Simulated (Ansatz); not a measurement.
## TiC in Ansatz: the effect of Hubbard term

TiC:

```
Ti C
1.0
     0.00000    2.16572    2.16572
     2.16572    0.00000    2.16572
     2.16572    2.16572    0.00000
Ti C
1 1
Direct
  0.00000 0.00000 0.00000
  0.50000 0.50000 0.50000
```

The cell is a database's computed one.

Alike in all runs:

| Item | Value |
| --- | --- |
| Program | Ansatz 0.2.0 |
| Task | band structure |
| Functional | PBEsol |
| Potentials or basis | Ansatz PAW |
| Cutoff | 420 eV (not typed: the program's choice for these potentials) |
| k mesh | 11 × 11 × 11 |
| Occupations | fermi-dirac, width 0.05 eV |
| Spin | no spin polarisation |
| Path | [["G", "X", "W", "K", "G", "L", "U", "W", "L", "K"], ["U", "X"]] |
| Points for each segment of the path | 14 |
| Hubbard projectors | ortho-atomic (the default) |
| Double counting | fll (the default) |

| Hubbard term | pressure (GPa) |
| --- | --- |
| none | -6.7 |
| Ti d U = 1 eV | -5.3 |
| Ti d U = 2 eV | -3.7 |
| Ti d U = 3 eV | -2.0 |
| Ti d U = 4 eV | -0.1 |
| Ti d U = 5 eV | 2.1 |
| Ti d U = 6 eV | ? |
| Ti d U = 8 eV | 10.2 |

What does the run with Hubbard term Ti d U = 6 eV give?

Pressure 4.5 GPa.

Worked out: A parabola through the other rows of the pressure, of slope 2.55 GPa per eV there, gives 4.6 GPa, against the run's 4.5.

Caveats: the PAW data sets come from PBE, with cores solved anew for the run's functional, which leaves a small shift of forces and pressure; U without spin polarisation on a metal has little footing (some runs); the U is typed as a test and isn't derived for this compound (some runs).
